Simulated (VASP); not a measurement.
Wanted: the native input for a VASP 6.6.1 run.

- Task: relaxation of cell and atoms
- Functional: PBEsol
- Potentials or basis: VASP PAW PBE potentials, release 64 (Pb_d, S)
- Cutoff: 600 eV
- k mesh: 8 × 8 × 8
- Occupations: gaussian, width 0.03 eV
- Spin: no spin polarisation
- Further INCAR settings: ALGO = Normal; EDIFF = 1e-06; IBRION = 2; EDIFFG = -0.01; NSW = 90; ISIF = 3

The structure of PbS (Galena) lies in POSCAR:

```
PbS
1.0
    0.0000000000      2.9657500000      2.9657500000
    2.9657500000      0.0000000000      2.9657500000
    2.9657500000      2.9657500000      0.0000000000
Pb S
1 1
Direct
    0.0000000000      0.0000000000      0.0000000000
    0.5000000000      0.5000000000      0.5000000000
```

One way to write it, as run:

INCAR

```
PREC = Accurate ; ENCUT = 600
EDIFF = 1E-6 ; ISMEAR = 0
SIGMA = 0.03 ; LREAL = F
LASPH = T ; NELM = 80
ALGO = Normal ; ISIF = 3
LWAVE = F ; LCHARG = F
GGA = PS ; IBRION = 2
NSW = 90 ; EDIFFG = -0.01
```

KPOINTS

```
Automatic mesh
0
Gamma
  8 8 8
```

Potentials or basis: VASP PAW PBE potentials, release 64 (Pb_d, S).

Launch:

```sh
$ cat potpaw_PBE.64/Pb_d/POTCAR potpaw_PBE.64/S/POTCAR > POTCAR
$ mpirun -np 1 vasp_std > vasp.out
```

Results of the run:

```yaml
Relaxed_volume: 25.72 Å³/atom
Relaxed_cell: a = 4.174 Å, b = 4.174 Å, c = 4.174 Å, α = 60.00°, β = 60.00°, γ = 60.00°
Space_group_after_relaxing_to_0.05_Å: Fm-3m (No. 225)
Energy_gained_by_relaxing: 1.0 meV/atom
Ionic_steps: 3
Pressure_after_relaxing: 0.0 GPa
Band_gap_on_the_k_mesh: 0.20 eV, direct
```

Caveat: the PAW data sets were made with another functional, which shifts forces and pressure a little; spin-orbit coupling is left out, which as a rule narrows the gap of such compounds by several tenths of an eV.

It took 38 s on 1 thread of Intel(R) Xeon(R) 6975P-C (Granite Rapids), with other jobs on the host, peak memory 0.21 GiB.
